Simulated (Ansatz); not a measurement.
TiAl in Ansatz: the effect of functional

Crystal: TiAl.

```
Ti Al
1.0
     2.80873    0.00000    0.00000
    -1.40437    2.43243    0.00000
     0.00000    0.00000    4.58259
Ti Al
1 1
Direct
  0.00000 0.00000 0.00000
  0.33333 0.66667 0.50000
```

The cell comes from a database or a generator and needn't be the stable form of this composition.

The cell isn't the ideal one: volume scaled by 0.94.

Alike in all runs:

```yaml
Program: Ansatz 0.2.0
Task: single point
Potentials_or_basis: Ansatz PAW
k_mesh: 11 × 11 × 6
Occupations: fermi-dirac, width 0.05 eV
Spin: no spin polarisation
```

```csv
functional,cutoff,pressure (GPa)
LDA,420 eV (not typed: the program's choice for these potentials),0.4
PBEsol,420 eV (not typed: the program's choice for these potentials),?
r2SCAN,500 eV (not typed: the program's choice for these potentials),6.5
```

Problem. What does the run with functional PBEsol give?

Solution. Pressure 4.2 GPa.

Caveats: the PAW data sets come from PBE, with cores solved anew for the run's functional, which leaves a small shift of forces and pressure.

Runs at the PBE level aren't shown here.
